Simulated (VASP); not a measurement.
Input of a VASP 6.6.1 run:

File INCAR:

```
SYSTEM = CdTe
  PREC = Accurate
  ENCUT = 520
  EDIFF = 1E-6
  ISMEAR = 0
  SIGMA = 0.02
  LREAL = .FALSE.
  LASPH = .TRUE.
  NELM = 80
  ALGO = Normal
  ISIF = 2
  LWAVE = .FALSE.
  LCHARG = .FALSE.
  GGA = PS
  NBANDS = 16
```

KPOINTS

```
Automatic mesh
0
G
  8 8 8
  0 0 0
```

File POSCAR:

```
CdTe
1.0
    0.0000000000      3.2446714369      3.2446714369
    3.2446714369      0.0000000000      3.2446714369
    3.2446714369      3.2446714369      0.0000000000
Cd Te
1 1
Direct
    0.0000000000      0.0000000000      0.0000000000
    0.2500000000      0.2500000000      0.2500000000
```

Potentials or basis: VASP PAW PBE potentials, release 64 (Cd, Te).

Run with:

```bash
$ cat potpaw_PBE.64/Cd/POTCAR potpaw_PBE.64/Te/POTCAR > POTCAR
$ mpirun -np 1 vasp_std > vasp.out
```

Question: Estimate the band gap on the k mesh.

Answer: 0.65 eV, direct.

Question: Predict the pressure.

Answer: 0.2 GPa.

Caveat: the PAW data sets were made with another functional, which shifts forces and pressure a little; spin-orbit coupling is left out, which moves the levels of the heavy elements.

**Experimental background.**

From a printed reference work, data compilation, for a bulk crystal of CdTe at 0 K: band gap 1.607 eV.

A measured gap of CdTe is 1.607 eV (0 K; a printed reference work, data compilation); the calculated 0.65 eV misses it by -0.96 eV. Spin-orbit coupling on Cd, Te is left out. The value is that of PBEsol, without temperature or zero-point motion. Semilocal functionals fall short of measured gaps as a rule.
